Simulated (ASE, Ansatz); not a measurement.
# 1/2<110> screw dislocation dipole in AlN (shuffle set) (1080 atoms): support functions against a reference

Wanted: errors and times of a linear-scaling basis for 1/2<110> screw dislocation dipole in AlN (shuffle set) (1080 atoms). A setting counts as converged where the r.m.s. difference of forces stays under 1 % of the r.m.s. force.

Program: Ansatz 0.2.0. Level of theory: Kohn-Sham DFT, PBE, PAW (set soft_2), plane waves. Results are calculated unless marked as measured.

**1. Set-up**

The cell holds 1080 atoms: 540 Al and 540 N. Its edges and angles: a = 53.644 Å, b = 22.812 Å, c = 9.291 Å, α = 93.9°, β = 90.0°, γ = 90.0°. It derives from AlN (zinc-blende). Zinc-blende AlN (a = 4.38 Å), x, y, z along [11-2], [111], [1-10], 10 x 3 x 3 periods; two opposite 1/2<110> screw dislocations along z, half a cell apart on one glide plane, laid by the isotropic elastic field summed over images, cell tilted by half the Burgers vector; not relaxed, displaced by a Gaussian of 0.02 Å.

Before any run, some limits are plain. The host structure and its lattice constant were typed by rule, without a check against the phase diagram.

**2. Plane-wave single point**

This run is the reference for what follows, at a cutoff of 420 eV.

input.yaml reads:

```yaml
crystal:
  lattice:
    - [53.64383, 0.0, 0.0]
    - [0.0, 22.75915, -1.54855]
    - [0.0, 0.0, 9.29138]
  atoms:
    - { symbol: Al, position: [0.95061, 0.99946, 0.88081] }
    - { symbol: "N", position: [0.9496, 0.08409, 0.87807] }
    - { symbol: Al, position: [0.98398, 0.11044, 0.88305] }
    - { symbol: "N", position: [0.98324, 0.19573, 0.87805] }
    - { symbol: Al, position: [0.94988, 0.99966, 0.55109] }
    - { symbol: "N", position: [0.94959, 0.08318, 0.54765] }
    - { symbol: Al, position: [0.98335, 0.11162, 0.54686] }
    - { symbol: "N", position: [0.98376, 0.19524, 0.55015] }
    - { symbol: Al, position: [0.90034, 0.9994, 0.71652] }
    - { symbol: "N", position: [0.89965, 0.0831, 0.71954] }
    - { symbol: Al, position: [0.93308, 0.11076, 0.71535] }
    - { symbol: "N", position: [0.93302, 0.19385, 0.71652] }
    - { symbol: Al, position: [0.96625, 0.22243, 0.71915] }
    - { symbol: "N", position: [0.96694, 0.30539, 0.71247] }
    - { symbol: Al, position: [0.84972, 0.00149, 0.88709] }
    - { symbol: "N", position: [0.84976, 0.0835, 0.89455] }
    - { symbol: Al, position: [0.88338, 0.11165, 0.88744] }
    - { symbol: "N", position: [0.8832, 0.19344, 0.88558] }
    - { symbol: Al, position: [0.91659, 0.22274, 0.8856] }
    - { symbol: "N", position: [0.91701, 0.30581, 0.88384] }
    - { symbol: Al, position: [0.94972, 0.33443, 0.88199] }
    - { symbol: "N", position: [0.94989, 0.4171, 0.87889] }
    - { symbol: Al, position: [0.98376, 0.44578, 0.88363] }
    - { symbol: "N", position: [0.98281, 0.52651, 0.87635] }
    - { symbol: Al, position: [0.95006, 0.00077, 0.21618] }
    - { symbol: "N", position: [0.94925, 0.08306, 0.21797] }
    - { symbol: Al, position: [0.98342, 0.11178, 0.21544] }
    - { symbol: "N", position: [0.98326, 0.19461, 0.21651] }
    - { symbol: Al, position: [0.90007, 0.0001, 0.38213] }
    - { symbol: "N", position: [0.90014, 0.08344, 0.38755] }
    - { symbol: Al, position: [0.93378, 0.11127, 0.38278] }
    - { symbol: "N", position: [0.9331, 0.19482, 0.38354] }
    [... 1042 atom lines left out ...]
    - { symbol: Al, position: [0.03326, 0.7779, 0.04557] }
    - { symbol: "N", position: [0.0335, 0.86169, 0.04613] }
    - { symbol: Al, position: [0.0661, 0.88908, 0.0485] }
    - { symbol: "N", position: [0.06614, 0.97137, 0.05127] }
    - { symbol: Al, position: [0.01727, 0.88848, 0.21054] }
    - { symbol: "N", position: [0.01644, 0.97149, 0.21362] }
kpoints:
  mp_grid: { grid: [1, 1, 2] }
hamiltonian:
  xc: pbe
scf:
  occupations: { method: fermi_dirac, width: 0.025 }
output:
  forces: true
  stress: true
  populations: true
  dos:
    method: { smearing: { sigma: 0.15 } }
    de: 0.1
    projected: { site_lists: { Al: [Al], "N": ["N"] } }
  eigenvalues: true
  write_density: true
  write_potential: true
  volumetric_format: npy
```

Started as:

```sh
$ ansatz run input.yaml --threads 32 --pin off --max-ram 143360MiB --backend cuda --events-out ev --progress --plain --runs-dir out
```

Numbers of over 12 decimals in the logs are rounded to 6 here.

The log of the run:

```text
Engine: ansatz 0.2.0, aarch64-unknown-linux-gnu
Pseudopotentials: kind: paw
Pseudopotential: Al, paw, valence charge 3, recommended cutoff 420 eV (normal), Al.paw.azcp
Pseudopotential: N, paw, valence charge 5, recommended cutoff 420 eV (normal), N.paw.azcp
Functional definition: PBE
  parameter kappa = 0.804
  parameter beta = 0.066725
  exchange = pbe_x(kappa = kappa, mu = beta*pi^2/3)
  correlation = pbe_c(beta = beta)
device memory: the entry about to start is reckoned to put 166.9 GiB on a device that reports 182.5 GiB free
GPU FFT provider: cuFFT
GPU libraries: cuBLAS 13.8.1, cuFFT 12.4.0, cuSOLVER 12.3.2
GPU matrix products: emulated (plane waves: as basis.precision tells), large ones in fixed point in workspaces of 1.00 GiB
Crystal: 1080 atoms, lattice volume = 11343.734 Å³
Basis set: ecut = 420 eV, 221701 PW (Γ), exchange–correlation on 720×320×128 points (8 copies of the dense FFT grid, shifted against one another)
Bands: 3240, of which v1, the nominal top of the filled ones, is band 2160 counted from 1 (2159 counted from 0)
Symmetry: 1 space group operations
Space group: P1 (ITA 1), of the structure as read, at distance tolerance 2.2e-4 Å
k-points: 2
Non-local potential: Al, projectors of the file, l = 0: 2, l = 1: 2, l = 2: 1
Non-local potential: N, projectors of the file, l = 0: 2, l = 1: 2, l = 2: 1
PAW form: soft (Blöchl's): semilocal exchange-correlation on the pseudo side does not see the compensation charge
PAW one-centre angular grid: Al, 110 points (default); XC on 64 Gauss nodes
PAW one-centre angular grid: N, 110 points (default); XC on 64 Gauss nodes
Initial density: superposition of atomic densities (neutral atoms: chi_scale 0, normalization atom), corrected by the library's trained network
Initial wavefunctions: pseudopotential atomic-orbital guess
GPU buffer pool allocated for 3686400 grid points (all kernels)
GPU transforms: local potential and band sums: pruned to the plane-wave sphere, on 360×160×64
Functional: x = pbe(κ = 0.804, μ = 0.219515), c = pbe(β = 0.066725)
SCF iter   1: F=—  HF=-499013.944368 eV  |F-HF|=—  |Δ(HF+E_count)|=         —  Δρ=1.05e-3  dr2=2.16e-1  ethr=1.77e-3  ⟨swp⟩=6.0  Hψ=29558  notcnv=0  defer=1396
preconditioner: auto → Resta (q_TF=auto, 2.323 Å⁻¹)  ε∞=4.1  [insulator: Δε(μ)=2.831 eV  Ē_g=13.046 eV  σ=0.025 eV  W_gap=1.00  n_scr=2438 (ndim 8)  ℏωp=22.9 eV  f_vac=0.000  D(μ)=0.00/eV (n_scr^D=0)  ε∞_Penn≈4.1]
SCF iter   2: F=—  HF=-499013.920798 eV  |F-HF|=—  |Δ(HF+E_count)|=   2.36e-2  Δρ=5.70e-4  dr2=1.04e-1  ethr=5.00e-6  ⟨swp⟩=2.0  Hψ=11772  notcnv=0  defer=1590
SCF iter   3: F=—  HF=-499013.923062 eV  |F-HF|=—  |Δ(HF+E_count)|=   2.26e-3  Δρ=1.76e-4  dr2=2.00e-2  ethr=2.41e-6  ⟨swp⟩=2.0  Hψ=6595  notcnv=0  defer=1590
SCF iter   4: F=—  HF=-499013.922051 eV  |F-HF|=—  |Δ(HF+E_count)|=   1.01e-3  Δρ=6.69e-5  dr2=9.88e-3  ethr=4.63e-7  ⟨swp⟩=3.0  Hψ=7573  notcnv=0  defer=1590
SCF iter   5: F=—  HF=-499013.921044 eV  |F-HF|=—  |Δ(HF+E_count)|=   1.01e-3  Δρ=3.45e-5  dr2=4.93e-3  ethr=2.29e-7  ⟨swp⟩=2.5  Hψ=5525  notcnv=0  defer=1590
SCF iter   6: F=—  HF=-499013.920566 eV  |F-HF|=—  |Δ(HF+E_count)|=   4.78e-4  Δρ=2.16e-5  dr2=2.75e-3  ethr=1.14e-7  ⟨swp⟩=2.0  Hψ=4386  notcnv=0  defer=1590
SCF iter   7: F=—  HF=-499013.920176 eV  |F-HF|=—  |Δ(HF+E_count)|=   3.90e-4  Δρ=2.39e-5  dr2=9.72e-4  ethr=6.37e-8  ⟨swp⟩=2.0  Hψ=5944  notcnv=0  defer=1590
SCF iter   8: F=—  HF=-499013.920026 eV  |F-HF|=—  |Δ(HF+E_count)|=   1.49e-4  Δρ=1.63e-5  dr2=2.51e-4  ethr=2.25e-8  ⟨swp⟩=2.0  Hψ=5978  notcnv=0  defer=1590
SCF iter   9: F=—  HF=-499013.922574 eV  |F-HF|=—  |Δ(HF+E_count)|=   2.55e-3  Δρ=7.17e-6  dr2=5.32e-5  ethr=5.81e-9  ⟨swp⟩=1.0  Hψ=6480  notcnv=0  defer=2101
SCF iter  10: F=—  HF=-499013.907160 eV  |F-HF|=—  |Δ(HF+E_count)|=   1.54e-2  Δρ=1.15e-5  dr2=1.92e-5  ethr=1.23e-9  ⟨swp⟩=2.0  Hψ=8654  notcnv=0  defer=2101
SCF iter  11: F=—  HF=-499013.907159 eV  |F-HF|=—  |Δ(HF+E_count)|=   9.65e-7  Δρ=2.73e-6  dr2=3.25e-6  ethr=4.44e-10  ⟨swp⟩=2.0  Hψ=7574  notcnv=0  defer=2101
SCF iter  12: F=—  HF=-499013.907158 eV  |F-HF|=—  |Δ(HF+E_count)|=   7.14e-7  Δρ=2.40e-6  dr2=6.34e-7  ethr=7.52e-11  ⟨swp⟩=2.0  Hψ=6907  notcnv=0  defer=2101
SCF iter  13: F=—  HF=-499013.907158 eV  |F-HF|=—  |Δ(HF+E_count)|=   4.38e-8  Δρ=8.31e-7  dr2=2.24e-7  ethr=1.47e-11  ⟨swp⟩=2.5  Hψ=8110  notcnv=0  defer=2101
SCF iter  14: F=-499013.907158 eV  HF=-499013.907158 eV  |F-HF|=2.71e-8  |Δ(HF+E_count)|=   1.87e-8  Δρ=2.30e-7  dr2=2.87e-8  ethr=2.31e-12  ⟨swp⟩=23.0  Hψ=53264  notcnv=0
SCF 1 converged in 14 iterations: F = -499013.907158 eV  dr2 = 2.87e-8
  greatest PAW one-centre occupation: 0.799 electrons in one spin orbital (limit 2), on the N atom at site 141 (counted from 0), in its partial waves of l = 0
SCF converged after 14 iterations
Free energy (F): -499013.907158 eV
Harris-Foulkes:  -499013.907158 eV  (|F-HF|=2.71e-8)
Internal energy: -499013.907158 eV  (E = F + TS)
E sigma→0 (E₀):  -499013.907158 eV
Fermi energy:    8.678692 eV
--- Per-component energies (eV) ---
  E_band       = 8065.686680
  E_kinetic    = 85951.325421
  E_local      = -120830.141577  (includes V_loc(G=0)·N_el)
  E_nonlocal   = 29969.833998
  E_hartree    = 41879.467348
  E_xc         = -54940.295432
  E_vxc        = -58230.264052  (∫ρ·V_xc dr)
  E_paw        = -321381.472240  (= ΣΔE_a)
  E_vpaw       = -12554.053792  (= ΣTr[D̂ρ^β])
  E_aug_tail   = 0.052526  (compensation charges beyond the density's cutoff)
  E_ewald      = -159662.677202
  E_smearing   = -0.000000  (= −TS)
  E_closure    = 0.000000  (closes the sum)
  Σ components = -499013.907158   (vs F -499013.907158, Δ=0.00e0)
--- Forces (eV/Å), atoms counted from 1 ---
[... 1080 lines of forces left out ...]
  max |Σ_I F_I| component: 1.16e-3 eV/Å
--- Stress (GPa, compression-positive) ---
        4.551153      -1.628613      -0.056869
       -1.628538       3.935922       0.022805
       -0.056870       0.022806       3.217455
  P = ⅓ Tr σ = 3.9015 GPa (39.015 kbar)
--- Band table (eV) ---
[... left out ...]
--- Löwdin populations: 1080 sites ---
  site symbol       q [e]
[... 1080 lines, one an atom, left out ...]
  spilling = 0.007660 (of n_electrons = 4320.000000)
```

Run time: 63 s. Hardware: 1 × NVIDIA GB200 with 32 threads of Arm Neoverse V2, shared host; peak memory 17 GiB; 2.6 min of CPU time.

The column dr2 measures how far the density is from self-consistency, as an energy; F and HF (Harris–Foulkes) agree once it is small.

That memory is the host's; the program planned up to 167 GiB on the GPU. Forces of this run were stored rounded, and per-atom blocks of the log weren't kept.

The program notes that it cut back its work space to fit the memory limit.

Read from the output:

```
free energy                                      : -499013.9072 eV
free energy per atom                             : -462.0499 eV/atom
SCF cycles                                       : 14
pressure                                         : 3.902 GPa
r.m.s. force component                           : 0.6667 eV/Å
longest force                                    : 8.381 eV/Å
Fermi energy                                     : 8.679 eV
gap (highest filled to lowest empty level) : 2.863 eV
spilling of the projection                       : 0.00766
```

The r.m.s. force component of 0.67 eV/Å sets the scale for the differences below.

**3. Support functions medium**

With localised support functions most steps grow linearly with size, though the diagonalisation grows faster unless the density matrix is cut; this run measures error and cost at this size. The level medium gives here a grid of 270×108×48 points and a radius of 3.45 Å.

This step: Kohn-Sham DFT, PBE, PAW (set soft_2), localised support functions (medium) (Ansatz 0.2.0).

input.yaml, the sections that differ from step 2:

```yaml
scf:
  occupations: { method: fermi_dirac, width: 0.025 }
  eigensolver: { kind: { support_functions: { accuracy: medium } } }
  max_iter: 150
output:
  forces: true
# crystal, kpoints, hamiltonian: as in step 2
```

The log of the run:

```text
Warning: scf.eigensolver.kind.support_functions: disabling space-group detection — the functions' gradient is summed over unrotated k-points, so no spatial operation reduces the k-mesh or symmetrises the density; time reversal is kept, so that k and −k are solved as one point where they differ and the mesh holds both, and exact exchange and, on two spinor components, a DFT+U term hold to it where the run has them: [...]
settings of this run that can trade accuracy for cost: scf.eigensolver.kind.support_functions [...]
[...]
GPU FFT provider: cuFFT
GPU libraries: cuBLAS 13.8.1, cuFFT 12.4.0, cuSOLVER 12.3.2
[...]
Crystal: 1080 atoms, lattice volume = 11343.734 Å³
Basis set: ecut = 420 eV, 221701 PW (Γ), exchange–correlation on 720×320×128 points (8 copies of the dense FFT grid, shifted against one another)
Bands: 2592, of which v1, the nominal top of the filled ones, is band 2160 counted from 1 (2159 counted from 0)
Symmetry: 1 space group operations
k-points: 2
[...]
GPU buffer pool allocated for 3686400 grid points (all kernels)
Eigensolver: Support functions (medium, 270×108×48 points, laid for a spacing of at most 0.212739 Å, radius 3.454993 Å, 1 species' potentials softened for the grid, 2 wholly corrected for its errors in the mean over positions, 2 with the egg-box correction, energy correction by stochastic trace)
[...]
SCF iter   1: F=—  HF=-499157.247289 eV  |F-HF|=—  |Δ(HF+E_count)|=         —  Δρ=1.39e-1  dr2=2.67e3  ethr=1.00e-1
[...]
SCF iter  11: F=—  HF=-499016.671063 eV  |F-HF|=—  |Δ(HF+E_count)|=   2.70e-2  Δρ=1.10e-5  dr2=1.08e-5  ethr=1.50e-9  κ⁻¹=2.5e-6(r=7)
SCF iter  12: F=-499016.671061 eV  HF=-499016.671062 eV  |F-HF|=1.12e-6  |Δ(HF+E_count)|=   1.64e-6  Δρ=3.67e-6  dr2=1.53e-6  ethr=2.49e-10
SCF 1 converged in 12 iterations: F = -499017.043486 eV  dr2 = 1.53e-6
[...]
SCF converged after 12 iterations
Stability not checked: this state was not tested for a lower state beside it, because the mixer in use, unlike msr1, does not test its closes by its own steps (another_mixer; see scf.mixing.algorithm and scf.lower_state_search)
Free energy (F): -499017.043486 eV
[...]
Internal energy: -499017.043486 eV  (E = F + TS)
E sigma→0 (E₀):  -499017.043486 eV
Fermi energy:    8.679106 eV
[...]
Σ components = -499017.043486   (vs F -499017.043486, Δ=0.00e0)
--- Forces (eV/Å), atoms counted from 1 ---
[... 1080 lines of forces left out ...]
  max |Σ_I F_I| component: 4.81e-1 eV/Å
--- Band table (eV) ---
[... left out ...]
  guard bands above this table: 375 of the run's 2592 bands (output.publish_guard_bands: true publishes all)
```

The job ended after 26 s (1 × NVIDIA GB200 with 32 threads; peak memory 3 GiB; 47 s of CPU time).

That memory is the host's; the program planned up to 23.7 GiB on the GPU.

The program notes that the band table was not solved further than the SCF left it, the forces don't sum to zero within tolerance and it switched symmetry off.

Keys that differ from the reference: support_functions.accuracy = "medium" and scf.max_iter = 150.

Forces differ from the reference by 0.41 meV/Å r.m.s., 0.062 % of their size, well within a tolerance of 1 %; the energy by -2.9 meV/atom.

**4. Support functions low**

The level low is asked for. Here it resolves to the same grid and radius as in the run with support functions medium, so the basis is not new.

This step: Kohn-Sham DFT, PBE, PAW (set soft_2), localised support functions (low) (Ansatz 0.2.0).

input.yaml, the sections that differ from step 3:

```yaml
scf:
  occupations: { method: fermi_dirac, width: 0.025 }
  eigensolver: { kind: { support_functions: { accuracy: low } } }
  max_iter: 150
# crystal, kpoints, hamiltonian, output: as in step 3
```

The log of the run:

```text
[...]
GPU FFT provider: cuFFT
GPU libraries: cuBLAS 13.8.1, cuFFT 12.4.0, cuSOLVER 12.3.2
[...]
Crystal: 1080 atoms, lattice volume = 11343.734 Å³
Basis set: ecut = 420 eV, 221701 PW (Γ), exchange–correlation on 720×320×128 points (8 copies of the dense FFT grid, shifted against one another)
Bands: 2592, of which v1, the nominal top of the filled ones, is band 2160 counted from 1 (2159 counted from 0)
Symmetry: 1 space group operations
k-points: 2
[...]
GPU buffer pool allocated for 3686400 grid points (all kernels)
Eigensolver: Support functions (low, 270×108×48 points, laid for a spacing of at most 0.212739 Å, radius 3.454993 Å, 1 species' potentials softened for the grid, 2 wholly corrected for its errors in the mean over positions, 2 with the egg-box correction, energy correction by stochastic trace)
[...]
SCF iter   1: F=—  HF=-499157.247289 eV  |F-HF|=—  |Δ(HF+E_count)|=         —  Δρ=1.39e-1  dr2=2.67e3  ethr=1.00e-1
[...]
SCF iter  10: F=—  HF=-499016.644026 eV  |F-HF|=—  |Δ(HF+E_count)|=   3.66e-2  Δρ=3.35e-5  dr2=6.48e-5  ethr=3.65e-9  κ⁻¹=2.2e-7(r=7)
SCF iter  11: F=-499016.671057 eV  HF=-499016.671063 eV  |F-HF|=6.18e-6  |Δ(HF+E_count)|=   2.70e-2  Δρ=1.10e-5  dr2=1.08e-5  ethr=1.50e-9
SCF 1 converged in 11 iterations: F = -499017.043483 eV  dr2 = 1.08e-5
[...]
SCF converged after 11 iterations
[...]
Free energy (F): -499017.043483 eV
[...]
Internal energy: -499017.043483 eV  (E = F + TS)
E sigma→0 (E₀):  -499017.043483 eV
Fermi energy:    8.679065 eV
[...]
Σ components = -499017.043483   (vs F -499017.043483, Δ=0.00e0)
--- Forces (eV/Å), atoms counted from 1 ---
[... 1080 lines of forces left out ...]
  max |Σ_I F_I| component: 4.81e-1 eV/Å
--- Band table (eV) ---
[... left out ...]
[...]
```

Elapsed: 25 s, on 1 × NVIDIA GB200 with 32 threads; peak memory 3 GiB; 45 s of CPU time.

That memory is the host's; the program planned up to 23.7 GiB on the GPU.

Keys that differ from the reference: support_functions.accuracy = "low" and scf.max_iter = 150.

Forces differ from the reference by 0.41 meV/Å r.m.s., 0.062 % of their size, well within a tolerance of 1 %; the energy by -2.9 meV/atom.

**5. Support functions high**

The cell is solved in localised support functions. The level high gives here a grid of 324×144×60 points and a radius of 4.13 Å.

This step: Kohn-Sham DFT, PBE, PAW (set soft_2), localised support functions (high) (Ansatz 0.2.0).

input.yaml, the sections that differ from step 4:

```yaml
scf:
  occupations: { method: fermi_dirac, width: 0.025 }
  eigensolver: { kind: { support_functions: { accuracy: high } } }
  max_iter: 150
# crystal, kpoints, hamiltonian, output: as in step 4
```

The log of the run:

```text
[...]
GPU FFT provider: cuFFT
GPU libraries: cuBLAS 13.8.1, cuFFT 12.4.0, cuSOLVER 12.3.2
[...]
Crystal: 1080 atoms, lattice volume = 11343.734 Å³
Basis set: ecut = 420 eV, 221701 PW (Γ), exchange–correlation on 800×360×150 points (8 copies of the dense FFT grid, shifted against one another)
Bands: 2592, of which v1, the nominal top of the filled ones, is band 2160 counted from 1 (2159 counted from 0)
Symmetry: 1 space group operations
k-points: 2
[...]
GPU buffer pool allocated for 5400000 grid points (all kernels)
Eigensolver: Support functions (high, 324×144×60 points, laid for a spacing of at most 0.171373 Å, radius 4.134994 Å, 1 species' potentials softened for the grid, 2 wholly corrected for its errors in the mean over positions, 2 with the egg-box correction, energy correction by stochastic trace)
[...]
SCF iter   1: F=—  HF=-499192.080046 eV  |F-HF|=—  |Δ(HF+E_count)|=         —  Δρ=1.41e-1  dr2=2.73e3  ethr=1.00e-1
[...]
SCF iter  14: F=—  HF=-499016.986954 eV  |F-HF|=—  |Δ(HF+E_count)|=   1.20e-3  Δρ=7.03e-7  dr2=9.39e-8  ethr=2.83e-11  κ⁻¹=2.3e-6(r=7)
SCF iter  15: F=-499016.990008 eV  HF=-499016.990008 eV  |F-HF|=3.15e-8  |Δ(HF+E_count)|=   3.05e-3  Δρ=6.04e-7  dr2=5.05e-8  ethr=2.17e-12
SCF 1 converged in 15 iterations: F = -499017.018660 eV  dr2 = 5.05e-8
[...]
SCF converged after 15 iterations
[...]
Free energy (F): -499017.018660 eV
[...]
Internal energy: -499017.018660 eV  (E = F + TS)
E sigma→0 (E₀):  -499017.018660 eV
Fermi energy:    8.678555 eV
[...]
Σ components = -499017.018660   (vs F -499017.018660, Δ=0.00e0)
--- Forces (eV/Å), atoms counted from 1 ---
[... 1080 lines of forces left out ...]
  max |Σ_I F_I| component: 1.44e-3 eV/Å
--- Band table (eV) ---
[... left out ...]
[...]
```

The job ended after 44 s (1 × NVIDIA GB200 with 32 threads; peak memory 4.5 GiB).

That memory is the host's; the program planned up to 44.3 GiB on the GPU.

Keys that differ from the reference: support_functions.accuracy = "high" and scf.max_iter = 150.

Forces differ from the reference by 0.23 meV/Å r.m.s., 0.034 % of their size, well within a tolerance of 1 %; the energy by -2.9 meV/atom.

(Part 1 of 3 ends here.)

[Logs are printed without paths, hosts, clocks, repeated set-up lines and the standing remarks that a program may print on its own settings, such as how far it seeks lower states.]

[Hosts, paths, dates, database ids (printed as entryN), source tags and the programs' standing remarks are cut or masked in the printed files.]
